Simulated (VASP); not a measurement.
A run of VASP 6.6.1 is set up as follows.

Contents of INCAR:

```
  ALGO = Fast
  EDIFF = 1E-7
  ENCUT = 520
  GGA = PE
  ISIF = 2
  ISMEAR = -1
  LASPH = T
  LCHARG = F
  LREAL = Auto
  LWAVE = F
  NBANDS = 42
  NELM = 80
  PREC = Accurate
  SIGMA = 0.1
```

The input KPOINTS:

```
k-points
0
Gamma
  2 2 2
```

POSCAR

```
Mg8S7
1.0
    0.0000000000      5.2477720000      5.2477720000
    5.2477720000      0.0000000000      5.2477720000
    5.2477720000      5.2477720000      0.0000000000
Mg S
8 7
Direct
    0.0203773144     -0.0068077462     -0.0081235427
    0.0140389102     -0.0360543484      0.5351360539
    0.0145773292      0.5348825178     -0.0358396859
   -0.0307148443      0.5115213656      0.5103479153
    0.4916672256     -0.0103785950     -0.0116055919
    0.5000039064      0.0506379660      0.4497886913
    0.4997521805      0.4515410540      0.0490420506
    0.5046551184      0.5096728669      0.5083860351
    0.2382650199      0.2503362379      0.2494680600
    0.2365713488      0.2698075488      0.7420525320
    0.2367782937      0.7433056352      0.2681737126
    0.7664538398      0.2505423254      0.2493410537
    0.7493794509      0.2299310069      0.7563071528
    0.7495703891      0.7575307197      0.2282758283
    0.5975485406      0.7493459129      0.7475323814
```

Potentials or basis: VASP PAW PBE potentials, release 64 (Mg, S).

The run is started by

```bash
$ cat potpaw_PBE.64/Mg/POTCAR potpaw_PBE.64/S/POTCAR > POTCAR
$ mpirun -np 1 vasp_std > vasp.out
```

Task: Predict the largest force.

Result: 1.606 eV/Å.

Task: Predict the band gap on the k mesh.

Result: 0.37 eV, indirect (least direct gap 0.64 eV).

Task: Estimate the pressure.

Result: 0.0 GPa.

Forces in eV/Å, atoms in the order of the input:
```
Mg   0.058 -0.144 -0.142
Mg   0.001  0.054  0.127
Mg   0.001  0.114  0.057
Mg   0.012 -0.066 -0.064
Mg  -0.037 -0.074 -0.071
Mg   0.001  0.020 -0.168
Mg   0.000 -0.162  0.019
Mg  -0.052 -0.150 -0.148
S   -0.005 -0.050 -0.046
S   -0.069 -0.143 -0.182
S   -0.062 -0.180 -0.148
S   -0.001 -0.043 -0.036
S    0.062 -0.178 -0.146
S    0.069 -0.140 -0.179
S    0.026  1.141  1.129
```

Caveat: the k mesh is coarse (spacing up to 0.52 Å⁻¹), so the values aren't converged. As with any semilocal functional, this PBE gap is likely too small.
